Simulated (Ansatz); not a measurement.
**Li under changes of volume**

One of the cells (21.354 Å³/atom); the others are scaled copies at fixed shape and fractional positions:

```
Li
1.0
     0.00000    2.20200    2.20200
     2.20200    0.00000    2.20200
     2.20200    2.20200    0.00000
Li
1
Direct
  0.00000 0.00000 0.00000
```

This isn't the form of Li at room conditions, which is bcc.

- Program: Ansatz 0.2.0
- Functional: PBE
- Potentials or basis: all-electron LAPW, scalar-relativistic
- Cutoff: 71 eV (chosen from the basis error)
- Basis error allowed: 0.0005 eV/atom
- k mesh: 10 × 10 × 10
- Occupations: fermi-dirac, width 0.05 eV
- Spin: no spin polarisation

| volume (Å³/atom) | energy over the lowest point (meV/atom) | pressure (GPa) |
| --- | --- | --- |
| 20.073 | 0.00 | 0.1 |
| 20.500 | 0.10 | -0.2 |
| 20.927 | 0.93 | -0.4 |
| 21.354 | 2.43 | -0.7 |
| 21.781 | 4.54 | -0.9 |
| 22.208 | 7.23 | -1.1 |
| 22.635 | ? | ? |

Task: What does the run at 22.635 Å³/atom give?

Result: Energy over the lowest point 10.43 meV/atom; pressure -1.3 GPa.

Worked out: A Birch-Murnaghan fit of order 3 (a polynomial in V^(-2/3)) to the other rows has its minimum at 20.23 Å³/atom with B0 = V·E''(V) = 13.6 GPa (rough, since the energies scatter). It gives 10.44 meV/atom at 22.635 Å³/atom, against the run's 10.43, and -dE/dV = -1.3 GPa, against -1.3.

Energies are extrapolated to zero smearing.
